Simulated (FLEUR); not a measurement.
Here is a FLEUR MaX-R8.1 (later development tree) calculation.

Contents of inp.xml:

```xml
<?xml version="1.0" encoding="UTF-8" standalone="no"?>
<fleurInput fleurInputVersion="0.39">
   <comment>
      Cd                                                                                                  
   </comment>
   <calculationSetup>
      <cutoffs Kmax="3.8" Gmax="11.8" GmaxXC="11.8" numbands="0"/>
      <scfLoop itmax="60" minDistance="0.00001" maxIterBroyd="15" imix="Anderson" alpha="0.1" precondParam="0.0" spinf="2.0" sdNocoIR="T"/>
      <coreElectrons ctail="T" frcor="F" kcrel="0" coretail_lmax="0"/>
      <xcFunctional name="x-a" relativisticCorrections="F"/>
      <magnetism jspins="2"/>
      <soc l_soc="F" theta="0.0" phi="0.0" spav="F"/>
      <expertModes spex="0" secvar="F"/>
      <geometryOptimization l_f="F" forcealpha="1.0" forcemix="BFGS" epsdisp="0.00001" epsforce="0.00001"/>
      <ldaU l_linMix="F" mixParam="0.05" spinf="1.0"/>
   </calculationSetup>
   <cell>
      <bzIntegration valenceElectrons="20.0" mode="hist" fermiSmearingEnergy="0.00183747">
         <kPointListSelection listName="default-1"/>
         <!-- k-points included here -->
         <xi:include xmlns:xi="http://www.w3.org/2001/XInclude" href="kpts.xml"> </xi:include>
      </bzIntegration>
      <!-- symmetry operations included here -->
      <xi:include xmlns:xi="http://www.w3.org/2001/XInclude" href="sym.xml"> </xi:include>
      <bulkLattice scale="1.0">
         <bravaisMatrix>
            <row-1>    3.0387346967079210     1.7544142951717505     4.6284824053308711</row-1>
            <row-2>   -3.0387346967079210     1.7544142951717505     4.6284824053308711</row-2>
            <row-3>    0.0000000000000000    -3.5088285903435010     4.6284824053308711</row-3>
         </bravaisMatrix>
      </bulkLattice>
   </cell>
   <atomSpecies>
      <species name="Cadmium (C-.140" element="Cd" atomicNumber="48">
         <mtSphere radius="2.66" gridPoints="879" logIncrement="0.015"/>
         <atomicCutoffs lmax="11" lnonsphr="8"/>
         <electronConfig flipSpins="F">
            <coreConfig>(1s1/2) (2s1/2) (2p1/2) (2p3/2) (3s1/2) (3p1/2) (3p3/2) (3d3/2) (3d5/2)</coreConfig>
            <valenceConfig>(4s1/2) (4p1/2) (4p3/2) (5s1/2) (4d3/2) (4d5/2)</valenceConfig>
         </electronConfig>
         <energyParameters s="5" p="5" d="4" f="4"/>
         <lo type="SCLO" l="0" n="4" eDeriv="0"/>
         <lo type="SCLO" l="1" n="4" eDeriv="0"/>
         <lo type="SCLO" l="1" n="4" eDeriv="1"/>
         <lo type="SCLO" l="2" n="4" eDeriv="2"/>
         <lo type="SCLO" l="3" n="4" eDeriv="2"/>
      </species>
   </atomSpecies>
   <atomGroups>
      <atomGroup species="Cadmium (C-.140">
         <relPos label="                   1">.0000000000 .0000000000 .0000000000</relPos>
         <force calculate="T" relaxXYZ="TTT"/>
      </atomGroup>
   </atomGroups>
   <output dos="F" band="F" slice="F">
      <checks vchk="F" cdinf="F"/>
      <bandDOS minEnergy="-.5*Htr" maxEnergy="0.5*Htr" sigma="0.015" storeEVData="T"/>
      <vacuumDOS vacdos="F" integ="F" star="F" nstars="0" locx1="0.0" locy1="0.0" locx2="0.0" locy2="0.0" nstm="0" tworkf="0.0"/>
      <unfoldingBand unfoldBand="F" supercellX="1" supercellY="1" supercellZ="1"/>
      <plotting iplot="0" polar="F">
         <plot TwoD="T" vec1="  1.0  0.0  0.0" vec2="  0.0  1.0  0.0" vec3="  0.0  0.0  1.0" zero="  0.0  0.0  0.0" file="plot"/>
      </plotting>
      <chargeDensitySlicing numkpt="0" minEigenval="0.0" maxEigenval="0.0" nnne="0" pallst="F"/>
      <specialOutput eonly="F"/>
      <moessbauerParams electricFieldGradient="T" isomerShift="T" coreHyperfine="T" valenceHyperfine="T"/>
      <magneticCircularDichroism mcd="F" energyLo="-10.0" energyUp="0.0"/>
   </output>
  <!-- We include the file relax.xml here to enable relaxations (see documentation) -->
  <xi:include xmlns:xi="http://www.w3.org/2001/XInclude" href="relax.xml"> <xi:fallback/> </xi:include>
</fleurInput>
```

The input crystal.txt:

```
Cd
&input cartesian=F /
1.6080291515  0.9283960635  2.4492874100
-1.6080291515  0.9283960635  2.4492874100
0.0000000000  -1.8567921270  2.4492874100
1.8897261246
1.0 1.0 1.0

1
48 0.0000000000  0.0000000000  0.0000000000 : -0.140

&kpt div1=10 div2=10 div3=10 gamma=T /
```

Potentials or basis: all-electron, FLAPW.

The run is started by

```bash
$ inpgen -f crystal.txt -profile fastHighL
$ # inp.xml edited to the form shown
$ fleur_MPI
```

Q: Estimate the band gap on the k mesh.

A: None (metal or under the smearing width).

Q: Predict the net moment.

A: 0.00 μB per cell.

Core levels (eV from the Fermi level):
```csv
atom,levels
1 Cd,"1s1/2 -26473.0, 2s1/2 -3926.9, 2p1/2 -3657.5, 2p3/2 -3465.4, 3s1/2 -728.5, 3p1/2 -620.4, 3p3/2 -586.1, 3d3/2 -394.1, 3d5/2 -387.2"
```
